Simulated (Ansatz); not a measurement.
### Question
CsCl (CsCl type, Pm-3m) is relaxed with the program Ansatz at the r²SCAN level (PAW). What lattice parameters of the conventional cell result?

### Answer
a = 4.140 Å.

### Question
Is it a metal or does it have a gap at this level?

### Answer
A gap of 5.91 eV, direct.

The r²SCAN relaxation kept the symmetry of its start. Spin–orbit coupling is left out wherever it is not named.

Potentials: the earlier of the program's two PAW sets.
